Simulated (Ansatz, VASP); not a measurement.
**SnO2 in two plane-wave programs**

Wanted: the spread between two codes on one cell, functional and k mesh. The cell is taken from a series of runs on this material, whose earlier steps may have relaxed, scaled, displaced or heated it; both programs get it as it stands.

Main program and level: Ansatz 0.2.0; plane waves, with VASP 6.6.1 beside it; single point at HSE06.

**1. The starting structure**

It takes space group Pbcn (No. 60, orthorhombic). Conventional cell: a = 4.640 Å, b = 5.636 Å, c = 5.142 Å, α = 90.00°, β = 90.00°, γ = 90.00°. Nearest to Sn lie 6 O at 2.00 to 2.08 Å. Nearest to O lie 3 Sn at 2.00 to 2.08 Å. Farther neighbours and most contacts between anions are not listed.

Coordinates:

```cif
data_structure
_symmetry_space_group_name_H-M 'P 1'
_symmetry_Int_Tables_number 1
_cell_length_a 4.6404
_cell_length_b 5.6359
_cell_length_c 5.1422
_cell_angle_alpha 90.000
_cell_angle_beta 90.000
_cell_angle_gamma 90.000
_cell_volume 134.48
loop_
_atom_site_label
_atom_site_type_symbol
_atom_site_fract_x
_atom_site_fract_y
_atom_site_fract_z
_atom_site_occupancy
Sn1 Sn 0.50000 0.66930 0.75000 1
Sn2 Sn 0.00000 0.83070 0.25000 1
Sn3 Sn 0.50000 0.33070 0.25000 1
Sn4 Sn 0.00000 0.16930 0.75000 1
O5 O 0.73395 0.60171 0.07621 1
O6 O 0.23395 0.89829 0.92379 1
O7 O 0.76605 0.89829 0.57621 1
O8 O 0.26605 0.60171 0.42379 1
O9 O 0.73395 0.39829 0.57621 1
O10 O 0.23395 0.10171 0.42379 1
O11 O 0.76605 0.10171 0.07621 1
O12 O 0.26605 0.39829 0.92379 1
```

**2. Ansatz: single point, HSE06**

Ansatz runs on its PAW soft_1 files.

A single point gives forces, pressure and levels at one fixed geometry, so differences don't come from the geometry; what else differs is listed under the comparison.

File input.yaml:

```yaml
crystal:
  lattice:
    - [4.6404432466, 0.0, 0.0]
    - [0.0, 5.6358939854, 0.0]
    - [0.0, 0.0, 5.142171965]
  atoms:
    - { symbol: Sn, position: [0.5, 0.6693002647, 0.75] }
    - { symbol: Sn, position: [0.0, 0.8306997353, 0.25] }
    - { symbol: Sn, position: [0.5, 0.3306997353, 0.25] }
    - { symbol: Sn, position: [0.0, 0.1693002647, 0.75] }
    - { symbol: O, position: [0.7339462318, 0.6017057905, 0.0762074223] }
    - { symbol: O, position: [0.2339462318, 0.8982942095, 0.9237925777] }
    - { symbol: O, position: [0.7660537682, 0.8982942095, 0.5762074223] }
    - { symbol: O, position: [0.2660537682, 0.6017057905, 0.4237925777] }
    - { symbol: O, position: [0.7339462318, 0.3982942095, 0.5762074223] }
    - { symbol: O, position: [0.2339462318, 0.1017057905, 0.4237925777] }
    - { symbol: O, position: [0.7660537682, 0.1017057905, 0.0762074223] }
    - { symbol: O, position: [0.2660537682, 0.3982942095, 0.9237925777] }
kpoints:
  mp_grid: { grid: [4, 2, 4] }
  band_path:
    path:
      - [0.0, 0.0, 0.0]
      - [0.5, 0.0, 0.0]
      - [0.5, 0.5, 0.0]
      - [0.0, 0.5, 0.0]
      - [0.0, 0.0, 0.5]
      - [0.5, 0.0, 0.5]
      - [0.5, 0.5, 0.5]
      - [0.0, 0.5, 0.5]
      - [0.4, 0.0, 0.0]
    npoints: 1
hamiltonian:
  xc: hse06
  pseudopotentials: { kind: paw, azcp: { folder: soft_1 } }
scf:
  occupations: { method: fixed }
  n_extra_bands: 8
output:
  eigenvalues: true
  write_density: true
  write_potential: true
  elf: true
  volumetric_format: npy
```

Launch:

```bash
$ ansatz run input.yaml --threads 2 --pin off --max-ram 92160MiB --backend cuda --events-out ev --progress --plain --runs-dir out --devices 1 --max-vram 13GiB
```

Numbers of over 12 decimals in the logs are rounded to 6 here.

Log:

```text
scf.n_extra_bands = 8 over 52 filled bands (N_el = 104.0): the run solves 60 bands
GPUs: using 1 of 1 available (devices: 1).
Engine: ansatz 0.2.0, x86_64-unknown-linux-gnu
Pseudopotentials: kind: paw
Pseudopotential: Sn, paw, valence charge 14, recommended cutoff 420 eV (normal), soft_1/Sn.paw.azcp
Pseudopotential: O, paw, valence charge 6, recommended cutoff 420 eV (normal), soft_1/O.paw.azcp
Functional definition: HSE06
  parameter a = 0.25
  parameter omega = 0.11/bohr
  exchange = pbe_x - a*pbe_x_sr(omega) + a*exact_x_sr(omega)
  correlation = pbe_c
davidson cushion auto → on  (no smearing: the cushion is to keep the highest requested band from converging to the state above it; pin scf.eigensolver.cushion to override)
device memory: the entry about to start is reckoned to put 1.8 GiB on a device that reports 8.7 GiB free
GPU FFT provider: cuFFT
GPU libraries: cuBLAS 13.8.2, cuFFT 12.4.0, cuSOLVER 12.3.4
Crystal: 12 atoms, lattice volume = 134.483 Å³
Basis set: ecut = 420 eV, 2629 PW (Γ)
Bands: 60, of which v1, the nominal top of the filled ones, is band 52 counted from 1 (51 counted from 0)
Symmetry: 8 space group operations
Space group: Pbcn (ITA 60), of the structure as read, at distance tolerance 5.1e-5 Å
k-points: 18 of 32
Non-local potential: Sn, projectors of the file, l = 0: 2, l = 1: 2, l = 2: 2, l = 3: 1
Non-local potential: O, projectors of the file, l = 0: 2, l = 1: 2, l = 2: 1
PAW form: soft (Blöchl's): semilocal exchange-correlation on the pseudo side does not see the compensation charge
PAW frozen core: Sn, regenerated for the run's functional, and the local potential with it (the file was generated under x = pbe(κ = 0.804, μ = 0.219515), c = pbe(β = 0.066725))
PAW frozen core: O, regenerated for the run's functional, and the local potential with it (the file was generated under x = pbe(κ = 0.804, μ = 0.219515), c = pbe(β = 0.066725))
PAW one-centre angular grid: Sn, 590 points (default); XC on 64 Gauss nodes
PAW one-centre angular grid: O, 110 points (default); XC on 96 Gauss nodes
Initial density: superposition of atomic densities (chi_scale 0.1, normalization cell, long waves kept (reshape's long-wave potential 0.00 eV rms))
Initial wavefunctions: pseudopotential atomic-orbital guess
GPU buffer pool allocated for 46080 grid points (all kernels)
GPU transforms: local potential and band sums: pruned to the plane-wave sphere, on 32×40×36
Functional: x = pbe(κ = 0.804, μ = 0.219515), c = pbe(β = 0.066725), warm-up for x = pbe(κ = 0.804, μ = 0.219515) + 0.25 (exact − pbe) at short range (hse, ω = 0.207870 Å⁻¹), c = pbe(β = 0.066725); HSE06 as pw.x's `hse` composes it (authors' and Libxc's form: `xc: wpbeh`)
SCF iter   1: F=—  HF=-28637.033043 eV  |F-HF|=—  |Δ(HF+E_count)|=         —  Δρ=8.77e-2  dr2=8.12e0  ethr=1.00e-1  ⟨swp⟩=4.1  Hψ=3322  notcnv=0
preconditioner: auto → none  [insulator: Δε(μ)=2.478 eV  Ē_g=19.311 eV  n_scr=38 (ndim 8)  ℏωp=32.7 eV  f_vac=0.000]
SCF iter   2: F=—  HF=-28635.406769 eV  |F-HF|=—  |Δ(HF+E_count)|=    1.63e0  Δρ=4.39e-2  dr2=1.09e0  ethr=7.81e-3  ⟨swp⟩=3.3  Hψ=2858  notcnv=0
SCF iter   3: F=—  HF=-28635.275062 eV  |F-HF|=—  |Δ(HF+E_count)|=   1.32e-1  Δρ=1.48e-2  dr2=1.94e-1  ethr=1.05e-3  ⟨swp⟩=3.3  Hψ=2892  notcnv=0  defer=2
SCF iter   4: F=—  HF=-28635.300822 eV  |F-HF|=—  |Δ(HF+E_count)|=   2.58e-2  Δρ=7.89e-3  dr2=4.85e-2  ethr=1.86e-4  ⟨swp⟩=3.2  Hψ=2468  notcnv=0  defer=1
iter 5 solved again at ethr=2.15e-6 eV; its pass at ethr=4.66e-5 eV (dr2=2.24e-3 eV) is discarded
SCF iter   5: F=—  HF=-28635.302914 eV  |F-HF|=—  |Δ(HF+E_count)|=   2.09e-3  Δρ=1.68e-3  dr2=2.17e-3  ethr=2.15e-6  ⟨swp⟩=3.8  Hψ=5552  notcnv=0  defer=1
SCF iter   6: F=-28635.303430 eV  HF=-28635.303452 eV  |F-HF|=2.15e-5  |Δ(HF+E_count)|=   5.38e-4  Δρ=2.66e-4  dr2=6.39e-5  ethr=2.09e-6  ⟨swp⟩=3.0  Hψ=2651  notcnv=0
SCF 1 stopped early in 6 iterations: F = -28635.303430 eV  dr2 = 6.39e-5
  greatest PAW one-centre occupation: 0.996 electrons in one spin orbital (limit 2), on the Sn atom at site 3 (counted from 0), in its partial waves of l = 2
device memory: the entry about to start is reckoned to put 2.5 GiB (of the 2.6 GiB reckoned in all, the device holds 0.1 GiB already) on a device that reports 8.6 GiB free
GPU FFT provider: cuFFT
GPU libraries: cuBLAS 13.8.2, cuFFT 12.4.0, cuSOLVER 12.3.4
Initial density: handed on by an earlier stage of this run
Initial wavefunctions: those handed on with the density
GPU buffer pool allocated for 46080 grid points (all kernels)
GPU transforms: local potential and band sums: pruned to the plane-wave sphere, on 32×40×36
Functional: x = pbe(κ = 0.804, μ = 0.219515) + 0.25 (exact − pbe) at short range (hse, ω = 0.207870 Å⁻¹), c = pbe(β = 0.066725); HSE06 as pw.x's `hse` composes it (authors' and Libxc's form: `xc: wpbeh`)
Exchange kernel: α = 0.2500, screened, ω = 0.2079 Å⁻¹, Wigner–Seitz truncation, v(0) = 1013.8080 eV·Å³, q-mesh 4×2×4, nearest image of the exchange supercell L = 11.27 Å, pair-density grid 30×32×32, without the augmentation charges, whose exchange is taken in its separable form by FFT convolution over the k-point mesh (sized by the pseudopotential files, 32×40×36 at the most), smooth part of the exact exchange by density-matrix convolution in up to 2.83 GiB of GPU memory as planned if the GPU has room (build and FFT work areas not counted)
Frozen-core exchange: fock
SCF iter   1: F=—  HF=-28650.889205 eV  |F-HF|=—  |Δ(HF+E_count)|=         —  Δρ=9.63e-3  dr2=7.85e-2  ethr=6.15e-7  ⟨swp⟩=8.1  Hψ=6308  notcnv=0
preconditioner: auto → none  [insulator: Δε(μ)=3.753 eV  Ē_g=21.549 eV  n_scr=38 (ndim 8)  ℏωp=32.7 eV  f_vac=0.021]
SCF iter   2: F=—  HF=-28650.863359 eV  |F-HF|=—  |Δ(HF+E_count)|=   2.58e-2  Δρ=2.56e-3  dr2=9.39e-3  ethr=6.15e-7  ⟨swp⟩=4.9  Hψ=4199  notcnv=0
SCF iter   3: F=—  HF=-28650.908431 eV  |F-HF|=—  |Δ(HF+E_count)|=   4.51e-2  Δρ=1.33e-3  dr2=1.95e-3  ethr=6.15e-7  ⟨swp⟩=5.1  Hψ=4609  notcnv=0  defer=2
SCF iter   4: F=—  HF=-28650.907799 eV  |F-HF|=—  |Δ(HF+E_count)|=   6.32e-4  Δρ=8.23e-5  dr2=7.13e-5  ethr=6.15e-7  ⟨swp⟩=3.2  Hψ=3182  notcnv=0
SCF iter   5: F=-28650.908334 eV  HF=-28650.908361 eV  |F-HF|=2.71e-5  |Δ(HF+E_count)|=   5.62e-4  Δρ=1.76e-4  dr2=3.75e-5  ethr=4.01e-9  ⟨swp⟩=6.3  Hψ=4717  notcnv=0  defer=12
SCF 2 stopped early in 5 iterations: F = -28650.908334 eV  dr2 = 3.75e-5
  greatest PAW one-centre occupation: 0.996 electrons in one spin orbital (limit 2), on the Sn atom at site 2 (counted from 0), in its partial waves of l = 2
hybrid outer 1: dexx = +4.976e-2 eV, tail = 3.14e-4 eV
GPU FFT provider: cuFFT
GPU libraries: cuBLAS 13.8.2, cuFFT 12.4.0, cuSOLVER 12.3.4
GPU buffer pool allocated for 46080 grid points (all kernels)
GPU transforms: local potential and band sums: pruned to the plane-wave sphere, on 32×40×36
Exchange kernel: α = 0.2500, screened, ω = 0.2079 Å⁻¹, Wigner–Seitz truncation, v(0) = 1013.8080 eV·Å³, q-mesh 4×2×4, nearest image of the exchange supercell L = 11.27 Å, pair-density grid 30×32×32, without the augmentation charges, whose exchange is taken in its separable form by FFT convolution over the k-point mesh (sized by the pseudopotential files, 32×40×36 at the most), smooth part of the exact exchange by density-matrix convolution in up to 2.83 GiB of GPU memory as planned if the GPU has room (build and FFT work areas not counted)
Frozen-core exchange: fock
SCF iter   1: F=—  HF=-28650.906113 eV  |F-HF|=—  |Δ(HF+E_count)|=         —  Δρ=6.88e-5  dr2=5.00e-6  ethr=1.51e-6  ⟨swp⟩=3.4  Hψ=2481  notcnv=0
preconditioner: auto → none  [insulator: Δε(μ)=3.773 eV  Ē_g=21.585 eV  n_scr=38 (ndim 8)  ℏωp=32.7 eV  f_vac=0.025]
SCF iter   2: F=—  HF=-28650.906128 eV  |F-HF|=—  |Δ(HF+E_count)|=   1.52e-5  Δρ=4.15e-5  dr2=1.93e-6  ethr=3.20e-9  ⟨swp⟩=5.1  Hψ=4392  notcnv=0
iter 3 solved again at ethr=4.51e-11 eV; its pass at ethr=1.70e-9 eV (dr2=4.69e-8 eV) is discarded
SCF iter   3: F=-28650.906128 eV  HF=-28650.906128 eV  |F-HF|=9.90e-9  |Δ(HF+E_count)|=   4.74e-7  Δρ=1.04e-5  dr2=7.26e-8  ethr=4.51e-11  ⟨swp⟩=4.0  Hψ=5611  notcnv=0
SCF 3 converged in 3 iterations: F = -28650.906128 eV  dr2 = 7.26e-8
hybrid outer 2: dexx = +9.585e-6 eV, tail = 3.54e-7 eV, Δε = 3.49e-3 eV (about 1.49e-4 eV left of the loop's levels)
device memory: the entry about to start is reckoned to put 0.9 GiB on a device that reports 8.6 GiB free
NSCF: frozen V_eff on 9 k-points
hybrid SCF converged: 2 outer / 8 inner (+6 warm-up), last move |dexx| = 9.59e-6 eV, tail = 3.54e-7 eV
Stability not checked: this state was not tested for a lower state beside it, because the functional holds exact exchange (a hybrid, or Hartree-Fock), whose exchange loop this test does not read (fock_operator; see scf.lower_state_search)
Free energy (F): -28650.906126 eV
Frozen-core exchange: fock
Harris-Foulkes:  -28650.906126 eV  (|F-HF|=9.90e-9)
Internal energy: -28650.906126 eV  (E = F + TS)
E sigma→0 (E₀):  -28650.906126 eV
Fermi energy:    8.924065 eV
--- Per-component energies (eV) ---
  E_band       = -331.372609
  E_kinetic    = 2057.534644
  E_local      = -5907.652602  (includes V_loc(G=0)·N_el)
  E_nonlocal   = 984.319819
  E_hartree    = 2739.247866
  E_xc         = -862.597689
  E_vxc        = -840.937235  (∫ρ·V_xc dr)
  E_exx        = -305.972292  (= α·E_x^exact, valence–valence)
  E_paw        = -18730.054662  (= ΣΔE_a)
  E_vpaw       = -1491.193374  (= ΣTr[D̂ρ^β])
  E_aug_tail   = 0.007620  (compensation charges beyond the density's cutoff)
  E_ewald      = -8626.561057
  E_core_change = 0.822226  (= ΣΔE_core)
  E_smearing   = -0.000000  (= −TS)
  E_closure    = -0.000000  (closes the sum)
  Σ components = -28650.906126   (vs F -28650.906126, Δ=0.00e0)
--- Band table (eV; the first three rows and the last of 18) ---
  k-point 0: bands = [... 48 lower, 8.5250, 8.7049, 8.8151, 8.9241, 12.6971, 17.8476, 17.8933, 17.9680, ... 4 higher]
  k-point 1: bands = [... 48 lower, 8.3811, 8.7581, 8.8068, 8.8177, 13.8950, 17.3960, 17.8518, 18.1497, ... 4 higher]
  k-point 2: bands = [... 48 lower, 8.6474, 8.6474, 8.7940, 8.7940, 15.8903, 15.8903, 17.7627, 17.7627, ... 4 higher]
  k-point 17: bands = [... 48 lower, 8.4614, 8.4614, 8.4614, 8.4614, 16.9975, 16.9975, 16.9975, 16.9975, ... 4 higher]
```

[end of part 1 of 2]

[Lines on the potential files, build, host, timing and source positions are cut from VASP's logs without a mark.]

[Logs are printed without paths, hosts, clocks, repeated set-up lines and the standing remarks that a program may print on its own settings, such as how far it seeks lower states.]

[Hosts, paths, dates, database ids (printed as entryN), source tags and the programs' standing remarks are cut or masked in the printed files.]
